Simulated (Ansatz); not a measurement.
# What a trial cell of Ge relaxes into

All numbers below come from DFT PBEsol, scalar-relativistic, plane waves, PAW in Ansatz. Cutoff 420 eV, Γ-centred k mesh, Gaussian smearing, no spin polarisation in the final step.

Ge was placed on the simple hexagonal structure type (P6/mmm, No. 191), at a guessed volume.

```xyz
1
Lattice="3.0614 0.0000 0.0000 -1.5307 2.6513 0.0000 0.0000 0.0000 2.8605" Properties=species:S:1:pos:R:3 pbc="T T T"
Ge    0.0000    0.0000    0.0000
```

Cell and atoms relax at zero pressure; the relaxation can't lower the symmetry of the start. After a coarse first stage the cell is made exact in the group found at 0.06 Å.

Energies count from the standard state of Ge at the same level.

Question: What does it relax into?

Answer: It keeps P6/mmm (No. 191). The result has the simple hexagonal structure. Conventional cell: a = 2.836 Å, c = 2.639 Å. Ge has 2 Ge at 2.64 Å and 6 Ge at 2.84 Å.

```cif
data_structure
_symmetry_space_group_name_H-M 'P6/mmm'
_symmetry_Int_Tables_number 191
_cell_length_a 2.8356
_cell_length_b 2.8356
_cell_length_c 2.6387
_cell_angle_alpha 90.000
_cell_angle_beta 90.000
_cell_angle_gamma 120.000
_cell_volume 18.37
loop_
_atom_site_label
_atom_site_type_symbol
_atom_site_symmetry_multiplicity
_atom_site_Wyckoff_symbol
_atom_site_fract_x
_atom_site_fract_y
_atom_site_fract_z
_atom_site_occupancy
Ge1 Ge 1 a 0.00000 0.00000 0.00000 1
```

Question: What are its volume, energy, density and gap?

Answer: The volume per atom is 18.37 Å³ and the density is 6.56 g/cm³. The energy over the standard structure is 0.18 eV/atom. The gap on the 24×24×22 mesh is 0 eV (a metal).

The final run used a 24×24×22 mesh on its 1-atom cell and 0.10 eV smearing. For metals, differences of a few meV/atom aren't resolved. A structure relaxed within its symmetry needn't be a true minimum.